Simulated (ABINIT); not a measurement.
# BaZrO3 (Pm-3m) in ABINIT: notebook

Aim: see how the results for BaZrO3 move with the level of theory and the settings. Levels: PBE, LDA. Tasks: single point, relaxation of cell and atoms.

All numbers are computed with ABINIT 10.8.3 (patched build); they aren't measurements. Logs are shortened: lines on timing, memory, paths and dates and some standing lists are left out, and cuts for length are marked. The log counts tension as positive stress, the text compression.

## (1) Starting point

The structure is cubic, space group Pm-3m (No. 221). The conventional cell has a = 4.191 Å, b = 4.191 Å, c = 4.191 Å, α = 90.00°, β = 90.00°, γ = 90.00°. Ba (site symmetry m-3m) has 12 O at 2.96 Å as nearest neighbours. Around Zr (site symmetry m-3m) lie 6 O at 2.10 Å. O (site symmetry 4/mmm) is surrounded by 2 Zr at 2.10 Å.

## (2) Single point, PBE

run.abi reads:

```
# Pseudopotentials
pp_dirpath "./"
pseudos "Ba.upf, Zr.upf, O.upf"

# Structure
acell 3*1.0
rprim
     7.9204846952     0.0000000000     0.0000000000
     0.0000000000     7.9204846952     0.0000000000
     0.0000000000     0.0000000000     7.9204846952
ntypat 3
znucl 56 40 8
natom 5
typat 1 2 3 3 3
xred
     0.0000000000     0.0000000000     0.0000000000
     0.5000000000     0.5000000000     0.5000000000
     0.5000000000     0.5000000000     0.0000000000
     0.5000000000     0.0000000000     0.5000000000
     0.0000000000     0.5000000000     0.5000000000

# Plane-wave basis
ecut 35.0

# k points
kptopt 1
ngkpt 4 4 4
nshiftk 1
shiftk 0.0 0.0 0.0

# Exchange and correlation
ixc 11

# Bands and occupations
nband 24
occopt 3
tsmear 0.00183747

# SCF cycle
nstep 100
tolvrs 1.0e-10

# Output
iomode 3
prtwf 0
prtden 0
prteig 0
prtebands 0
enunit 1
prtvol 2
```

Potentials or basis: PseudoDojo NC SR PBE v0.4.1 standard.

The run is started by

```console
$ abinit run.abi > log 2>&1
```

run.abo:

```text
.Version 10.8.3 of ABINIT
 Symmetries : space group Pm -3 m (#221); Bravais cP (primitive cubic)
================================================================================
 Values of the parameters that define the memory need of the present run
     intxc =       0    ionmov =       0      iscf =       7    lmnmax =       6
     lnmax =       6     mgfft =      45  mpssoang =       3    mqgrid =    3001
     natom =       5  nloc_mem =       1    nspden =       1   nspinor =       1
    nsppol =       1      nsym =      48    n1xccc =    2501    ntypat =       3
    occopt =       3   xclevel =       2
       mpw =        4943          nfft =       91125          nkpt =          10
================================================================================
================================================================================

--------------------------------------------------------------------------------
------------- Echo of variables that govern the present computation ------------
--------------------------------------------------------------------------------
 -outvars: echo values of preprocessed input variables --------
            acell      1.0000000000E+00  1.0000000000E+00  1.0000000000E+00 Bohr
              amu      1.37327000E+02  9.12240000E+01  1.59994000E+01
             ecut      3.50000000E+01 Hartree
           enunit           1
              ixc          11
         kptrlatt        4    0    0      0    4    0      0    0    4
          kptrlen      3.16819388E+01
            natom           5
            nband          24
            ngfft          45      45      45
             nkpt          10
            nstep         100
             nsym          48
           ntypat           3
           occopt           3
           prtden           0
        prtebands           0
           prteig           0
           prtvol           2
            prtwf           0
            rprim      7.9204846952E+00  0.0000000000E+00  0.0000000000E+00
                       0.0000000000E+00  7.9204846952E+00  0.0000000000E+00
                       0.0000000000E+00  0.0000000000E+00  7.9204846952E+00
          spgroup         221
           tolvrs      1.00000000E-10
           tsmear      1.83747000E-03 Hartree
            typat      1  2  3  3  3
           xangst      0.0000000000E+00  0.0000000000E+00  0.0000000000E+00
                       2.0956699986E+00  2.0956699986E+00  2.0956699986E+00
                       2.0956699986E+00  2.0956699986E+00  0.0000000000E+00
                       2.0956699986E+00  0.0000000000E+00  2.0956699986E+00
                       0.0000000000E+00  2.0956699986E+00  2.0956699986E+00
            xcart      0.0000000000E+00  0.0000000000E+00  0.0000000000E+00
                       3.9602423476E+00  3.9602423476E+00  3.9602423476E+00
                       3.9602423476E+00  3.9602423476E+00  0.0000000000E+00
                       3.9602423476E+00  0.0000000000E+00  3.9602423476E+00
                       0.0000000000E+00  3.9602423476E+00  3.9602423476E+00
             xred      0.0000000000E+00  0.0000000000E+00  0.0000000000E+00
                       5.0000000000E-01  5.0000000000E-01  5.0000000000E-01
                       5.0000000000E-01  5.0000000000E-01  0.0000000000E+00
                       5.0000000000E-01  0.0000000000E+00  5.0000000000E-01
                       0.0000000000E+00  5.0000000000E-01  5.0000000000E-01
            znucl       56.00000   40.00000    8.00000

================================================================================

 chkinp: Checking input parameters for consistency.

================================================================================
== DATASET  1 ==================================================================

--- !DatasetInfo
iteration_state: {dtset: 1, }
dimensions: {natom: 5, nkpt: 10, mband: 24, nsppol: 1, nspinor: 1, nspden: 1, mpw: 4943, }
cutoff_energies: {ecut:  35.0, pawecutdg:  -1.0, }
electrons: {nelect:   4.00000000E+01, charge:   0.00000000E+00, occopt:   3.00000000E+00, tsmear:   1.83747000E-03, }
meta: {optdriver: 0, ionmov: 0, optcell: 0, iscf: 7, paral_kgb: 0, }
[... 157 lines left out ...]
    3       0.000000000000      0.000000000000      0.000000000000
    4       0.000000000000      0.000000000000      0.000000000000
    5       0.000000000000      0.000000000000      0.000000000000

 cartesian coordinates (angstrom) at end:
    1      0.00000000000000     0.00000000000000     0.00000000000000
    2      2.09566999858119     2.09566999858119     2.09566999858119
    3      2.09566999858119     2.09566999858119     0.00000000000000
    4      2.09566999858119     0.00000000000000     2.09566999858119
    5      0.00000000000000     2.09566999858119     2.09566999858119

 cartesian forces (hartree/bohr) at end:
    1     -0.00000000000000    -0.00000000000000    -0.00000000000000
[... 19 lines left out ...]
  -3.98204   -3.98204   -3.98204    4.98124    4.98124    4.98124    5.43975    5.43975
   5.43975    6.21278    6.21278    6.21278    9.63710    9.63710    9.63710   11.13236
 kpt#   2, nband= 24, wtk=  0.09375, kpt=  0.2500  0.0000  0.0000 (reduced coord)
 -40.59089  -19.02146  -18.75401  -18.75401  -18.68960   -9.93570   -9.58782   -9.17852
  -3.94767   -3.94767   -3.88044    3.98199    4.78829    4.78829    4.99609    4.99609
   5.07735    5.16476    6.06507    6.06507    9.82842   10.83130   10.83130   11.99996
 kpt#   3, nband= 24, wtk=  0.04688, kpt=  0.5000  0.0000  0.0000 (reduced coord)
 -40.58925  -19.14696  -18.75055  -18.75055  -18.65113  -10.05298   -9.57636   -8.64620
  -3.91269   -3.91269   -3.78041    2.78290    4.53565    4.53565    4.66015    4.70070
   4.70070    4.77111    5.98158    5.98158   10.05777   12.13718   12.13749   12.95218
 kpt#   4, nband= 24, wtk=  0.18750, kpt=  0.2500  0.2500  0.0000 (reduced coord)
 -40.58926  -19.01103  -18.87985  -18.75070  -18.67395   -9.82238   -9.25104   -9.20035
  -4.02891   -3.90144   -3.84255    3.71649    3.95772    4.06270    4.57950    4.62025
   5.04315    5.45276    5.85933    5.90889   10.92973   10.97919   11.27198   12.92356
 kpt#   5, nband= 24, wtk=  0.18750, kpt=  0.5000  0.2500  0.0000 (reduced coord)
[... 8 lines left out ...]
 -40.58764  -18.98164  -18.87574  -18.87574  -18.68154   -9.44550   -9.17020   -9.17020
  -4.11485   -4.11485   -3.77497    3.44761    3.94737    3.94737    4.19337    4.19337
   4.38973    5.72320    5.72320    5.90387   11.42624   11.42624   11.71833   13.48763
 kpt#   8, nband= 24, wtk=  0.18750, kpt=  0.5000  0.2500  0.2500 (reduced coord)
 -40.58601  -19.04202  -18.87429  -18.87163  -18.71908   -9.39944   -9.13923   -8.71766
  -4.20184   -4.09809   -3.93697    2.74510    3.35707    3.91813    3.93676    3.98939
   4.44466    5.60806    5.87769    5.99707   11.71158   12.33269   12.51303   13.72116
 kpt#   9, nband= 24, wtk=  0.09375, kpt=  0.5000  0.5000  0.2500 (reduced coord)
 -40.58440  -18.99173  -18.99173  -18.86894  -18.74939   -9.21881   -8.72533   -8.72533
  -4.26532   -4.26532   -4.15359    2.69399    2.81509    3.31806    3.97869    3.97869
   4.10547    5.94057    5.94057    6.38977   12.44203   12.44203   12.75453   13.21777
 kpt#  10, nband= 24, wtk=  0.01563, kpt=  0.5000  0.5000  0.5000 (reduced coord)
 -40.58279  -18.98694  -18.98694  -18.98694  -18.73140   -8.66673   -8.66673   -8.66673
  -4.46876   -4.46876   -4.46876    2.70164    2.70164    2.94886    3.90699    3.90699
   3.90699    6.42271    6.42271    6.42271   12.45966   12.45967   12.45969   13.42306
 Total charge density [el/Bohr^3]
)     Maximum=    9.4209E-01  at reduced coord.    0.5111    0.5111    0.9333
)Next maximum=    9.4209E-01  at reduced coord.    0.4889    0.5111    0.9333
)     Minimum=    4.0463E-04  at reduced coord.    0.0000    0.0000    0.0000
)Next minimum=    1.4075E-03  at reduced coord.    0.0222    0.0000    0.0000
   Integrated=    4.0000E+01

--- !EnergyTerms
iteration_state     : {dtset: 1, }
comment             : Components of total free energy in Hartree
kinetic             :  5.41863236184965E+01
hartree             :  2.48106627422203E+01
xc                  : -2.94073148254444E+01
Ewald energy        : -9.89944784842417E+01
psp_core            :  5.16310210762880E+00
local_psp           : -8.55941111572839E+01
non_local_psp       :  1.15252548790441E+00
internal            : -1.28683290510720E+02
'-kT*entropy'       :  3.13237177030727E-15
total_energy        : -1.28683290510720E+02
total_energy_eV     : -3.50165072149098E+03
band_energy         : -8.38837265632237E+00
...

 Cartesian components of stress tensor (hartree/bohr^3)
  sigma(1 1)= -1.07968153E-04  sigma(3 2)=  0.00000000E+00
  sigma(2 2)= -1.07968153E-04  sigma(3 1)=  0.00000000E+00
  sigma(3 3)= -1.07968153E-04  sigma(2 1)=  0.00000000E+00

-Cartesian components of stress tensor (GPa)         [Pressure=  3.1765E+00 GPa]
- sigma(1 1)= -3.17653273E+00  sigma(3 2)=  0.00000000E+00
- sigma(2 2)= -3.17653273E+00  sigma(3 1)=  0.00000000E+00
- sigma(3 3)= -3.17653273E+00  sigma(2 1)=  0.00000000E+00

== END DATASET(S) ==============================================================
================================================================================

 -outvars: echo values of variables after computation  --------
            acell      1.0000000000E+00  1.0000000000E+00  1.0000000000E+00 Bohr
           etotal     -1.2868329051E+02
            fcart     -0.0000000000E+00 -0.0000000000E+00 -0.0000000000E+00
                      -0.0000000000E+00 -0.0000000000E+00 -0.0000000000E+00
                      -0.0000000000E+00 -0.0000000000E+00 -0.0000000000E+00
                      -0.0000000000E+00 -0.0000000000E+00 -0.0000000000E+00
                      -0.0000000000E+00 -0.0000000000E+00 -0.0000000000E+00
            rprim      7.9204846952E+00  0.0000000000E+00  0.0000000000E+00
                       0.0000000000E+00  7.9204846952E+00  0.0000000000E+00
                       0.0000000000E+00  0.0000000000E+00  7.9204846952E+00
           strten     -1.0796815289E-04 -1.0796815289E-04 -1.0796815289E-04
                       0.0000000000E+00  0.0000000000E+00  0.0000000000E+00
           xangst      0.0000000000E+00  0.0000000000E+00  0.0000000000E+00
                       2.0956699986E+00  2.0956699986E+00  2.0956699986E+00
                       2.0956699986E+00  2.0956699986E+00  0.0000000000E+00
                       2.0956699986E+00  0.0000000000E+00  2.0956699986E+00
                       0.0000000000E+00  2.0956699986E+00  2.0956699986E+00
             xred      0.0000000000E+00  0.0000000000E+00  0.0000000000E+00
                       5.0000000000E-01  5.0000000000E-01  5.0000000000E-01
                       5.0000000000E-01  5.0000000000E-01  0.0000000000E+00
                       5.0000000000E-01  0.0000000000E+00  5.0000000000E-01
                       0.0000000000E+00  5.0000000000E-01  5.0000000000E-01
 Calculation completed.
```

Wall time 2 min (1 thread of Intel Xeon at 2.50GHz (Skylake/Cascade Lake), shared host); peak memory 0.09 GiB.

What came out:

```
Free energy                                           : -3501.6507 eV
Band gap on the k mesh                                : 3.21 eV, indirect (least direct gap 3.42 eV)
Valence electrons inside the program's atomic spheres : Ba 5.28; Zr 8.31; O 6.24
```

Caveat: the cutoff is too short for stress, so the log's stress isn't used; this set's barium file shifts pressures by 1 GPa against other sets; this release of the barium file is off; spin-orbit coupling is left out, which moves the levels of the heavy elements. Expect the measured gap to be larger: semilocal functionals such as PBE lack the derivative discontinuity.

## (3) Single point, PBE

run.abi reads:

```
# Pseudopotentials
pp_dirpath "./"
pseudos "Ba.upf, Zr.upf, O.upf"

# Structure
acell 4.19134 4.19134 4.19134 Angstrom
rprim
     1.0000000000     0.0000000000     0.0000000000
     0.0000000000     1.0000000000     0.0000000000
     0.0000000000     0.0000000000     1.0000000000
ntypat 3
znucl 56 40 8
natom 5
typat 1 2 3 3 3
xcart
     0.0000000000     0.0000000000     0.0000000000
     2.0956700000     2.0956700000     2.0956700000
     2.0956700000     2.0956700000     0.0000000000
     2.0956700000     0.0000000000     2.0956700000
     0.0000000000     2.0956700000     2.0956700000 Angstrom

# Plane-wave basis
ecut 35.0

# k points
kptopt 1
ngkpt 4 4 4
nshiftk 1
shiftk 0.0 0.0 0.0

# Exchange and correlation
ixc 11

# Bands and occupations
nband 24
occopt 3
tsmear 0.00183747

# SCF cycle
nstep 100
tolvrs 1.0e-10

# Output
iomode 3
prtwf 0
prtden 0
prteig 0
prtebands 0
enunit 2
```

Potentials or basis: PseudoDojo NC SR PBE v0.4.1 standard.

The run is started by

```console
$ mpirun --bind-to none -np 4 abinit run.abi > log 2>&1
```

It took 19 s on 4 MPI ranks of Arm Neoverse V1, shared host; peak memory 0.32 GiB.

The run converged. Its results:

| Property | Result |
| --- | --- |
| Free energy | -3501.6507 eV |
| Band gap on the k mesh | 3.21 eV, indirect (least direct gap 3.42 eV) |
| Valence electrons inside the program's atomic spheres | Ba 5.28; Zr 8.31; O 6.24 |

Levels at points of the mesh, in eV from the valence-band top:
| k point | band 16 | band 17 | band 18 | band 19 | band 20 | band 21 | band 22 | band 23 | band 24 |
| --- | --- | --- | --- | --- | --- | --- | --- | --- | --- |
| (0.00, 0.00, 0.00) | -0.98 | -0.98 | -0.21 | -0.21 | -0.21 | 3.21 | 3.21 | 3.21 | 4.71 |
| (0.50, 0.00, 0.00) | -1.72 | -1.72 | -1.65 | -0.44 | -0.44 | 3.64 | 5.71 | 5.71 | 6.53 |
| (0.50, 0.50, 0.00) | -2.38 | -0.91 | -0.91 | -0.78 | -0.06 | 5.69 | 5.69 | 6.49 | 6.54 |
| (0.50, 0.50, 0.50) | -2.52 | -2.52 | 0.00 | 0.00 | 0.00 | 6.04 | 6.04 | 6.04 | 7.00 |

Caveat: the cutoff is too short for stress, so the log's stress isn't used; this set's barium file shifts pressures by 1 GPa against other sets; this release of the barium file is off; spin-orbit coupling is left out, which moves the levels of the heavy elements. A hybrid or GW would open this gap; PBE tends to underestimate it.

## (4) Single point, LDA

run.abi reads:

```
pp_dirpath "./"
pseudos "Ba.upf, Zr.upf, O.upf"

acell 3*1.0 Angstrom
rprim
     4.1913400000     0.0000000000     0.0000000000
     0.0000000000     4.1913400000     0.0000000000
     0.0000000000     0.0000000000     4.1913400000
ntypat 3
znucl 56 40 8
natom 5
typat 1 2 3 3 3
xred
     0.0000000000     0.0000000000     0.0000000000
     0.5000000000     0.5000000000     0.5000000000
     0.5000000000     0.5000000000     0.0000000000
     0.5000000000     0.0000000000     0.5000000000
     0.0000000000     0.5000000000     0.5000000000

ecut 35.0

kptopt 1
ngkpt 4 4 4
nshiftk 1
shiftk 0.0 0.0 0.0

ixc 7

nband 24
occopt 3
tsmear 0.00183747

nstep 100
tolvrs 1.0e-10

iomode 3
prtwf 0
prtden 0
prteig 0
prtebands 0
```

Potentials or basis: PseudoDojo NC SR LDA v0.4.1 standard.

The run is started by

```console
$ abinit run.abi > log 2>&1
```

Wall time 41 s (1 thread of Intel Xeon Platinum 8375C at 2.90GHz (Ice Lake), shared host); peak memory 0.09 GiB.

The run converged. Its results:

```yaml
Free_energy: -3503.7529 eV
Band_gap_on_the_k_mesh: 3.10 eV, indirect (least direct gap 3.31 eV)
Valence_electrons_inside_the_program's_atomic_spheres: Ba 5.27; Zr 8.30; O 6.21
```

Levels at points of the mesh, in eV from the valence-band top:
```
           k point  band 16  band 17  band 18  band 19  band 20  band 21  band 22  band 23  band 24
(0.00, 0.00, 0.00)    -1.00    -1.00    -0.21    -0.21    -0.21     3.10     3.10     3.10     4.58
(0.50, 0.00, 0.00)    -1.75    -1.75    -1.70    -0.44    -0.44     3.53     5.67     5.67     6.47
(0.50, 0.50, 0.00)    -2.43    -0.92    -0.92    -0.78    -0.07     5.64     5.64     6.44     6.53
(0.50, 0.50, 0.50)    -2.54    -2.54     0.00     0.00     0.00     5.98     5.98     5.98     6.98
```

Caveat: the cutoff is too short for stress, so the log's stress isn't used; this set's barium file shifts pressures by 1 GPa against other sets; this release of the barium file is off; spin-orbit coupling is left out, which moves the levels of the heavy elements. Expect the measured gap to be larger: semilocal functionals such as LDA lack the derivative discontinuity.

## (5) Relaxation of cell and atoms, PBE

run.abi reads:

```
# Pseudopotentials
pp_dirpath "./"
pseudos "Ba.upf, Zr.upf, O.upf"

# Structure
acell 4.19134 4.19134 4.19134 Angstrom
rprim
     1.0000000000     0.0000000000     0.0000000000
     0.0000000000     1.0000000000     0.0000000000
     0.0000000000     0.0000000000     1.0000000000
ntypat 3
znucl 56 40 8
natom 5
typat 1 2 3 3 3
chkprim 0
chksymtnons 0
tolsym 1.0e-6
xred
            0.0            0.0            0.0
            1/2            1/2            1/2
            1/2            1/2            0.0
            1/2            0.0            1/2
            0.0            1/2            1/2

# Plane-wave basis
ecut 42.0
ecutsm 0.5

# k points
kptopt 1
ngkpt 4 4 4
nshiftk 1
shiftk 0.0 0.0 0.0

# Exchange and correlation
ixc 11

# Bands and occupations
nband 24
occopt 3
tsmear 0.05 eV

# SCF cycle
nstep 80
tolvrs 1.0e-12

# Output
iomode 3
prteig 0
prtebands 0
prtwf 0
prtden 0

# Relaxation
ionmov 2
optcell 2
ntime 50
tolmxf 2.0e-5
dilatmx 1.08
```

Potentials or basis: PseudoDojo NC SR PBE v0.4.1 standard.

The run is started by

```console
$ abinit run.abi > log 2>&1
```

It took 4 min on 1 thread of Intel Xeon Platinum 8375C at 2.90GHz (Ice Lake), shared host; peak memory 0.12 GiB.

The run converged. Its results:

* Free energy: -3501.7205 eV
* Relaxed volume: 15.13 Å³/atom
* Relaxed cell: a = 4.229 Å, b = 4.229 Å, c = 4.229 Å, α = 90.00°, β = 90.00°, γ = 90.00°
* Space group after relaxing (to 0.05 Å): Pm-3m (No. 221)
* Energy gained by relaxing: 5.2 meV/atom
* Ionic steps: 4
* Pressure after relaxing: 0.0 GPa
* Band gap on the k mesh: 3.15 eV, indirect (least direct gap 3.39 eV)

The path:
```csv
step,energy change (eV),largest force (eV/Å),pressure (GPa),volume (Å³)
1,0.0000,0.0000,4.25,73.63
2,-0.0191,0.0000,2.13,74.59
3,-0.0259,0.0000,0.07,75.59
4,-0.0259,0.0000,0.00,75.63
```

Final structure:
```yaml
crystal:
  lattice:
    - [4.22892, 0.00000, 0.00000]
    - [0.00000, 4.22892, 0.00000]
    - [0.00000, 0.00000, 4.22892]
  atoms:
    - { symbol: Ba, position: [0.00000, 0.00000, 0.00000] }
    - { symbol: Zr, position: [0.50000, 0.50000, 0.50000] }
    - { symbol: O, position: [0.50000, 0.50000, 0.00000] }
    - { symbol: O, position: [0.50000, 0.00000, 0.50000] }
    - { symbol: O, position: [0.00000, 0.50000, 0.50000] }
```

Caveat: this set's barium file shifts pressures by 1 GPa against other sets; this release of the barium file is off; spin-orbit coupling is left out, which moves the levels of the heavy elements.

## (6) Overview

```csv
task,level,potentials or basis,cell,cutoff (eV),cell freedom (optcell),optimiser (ionmov),cutoff smearing ecutsm (Ha),force stop (Ha/bohr),gap on the mesh (eV)
single point,PBE,PseudoDojo NC SR PBE v0.4.1 standard,as given,952,-,-,-,-,3.21
single point,LDA,PseudoDojo NC SR LDA v0.4.1 standard,as given,952,-,-,-,-,3.10
relaxation of cell and atoms,PBE,PseudoDojo NC SR PBE v0.4.1 standard,relaxed,1143,2,2,0.5,2e-05,3.15
```

Alike in all rows: no spin polarisation; k mesh 4 × 4 × 4; smearing fermi-dirac 0.05 eV.

Caveats: this set's barium file shifts pressures by 1 GPa against other sets; this release of the barium file is off; spin-orbit coupling is left out, which moves the levels of the heavy elements.

Absolute energies hang on the potentials; compare differences alone.
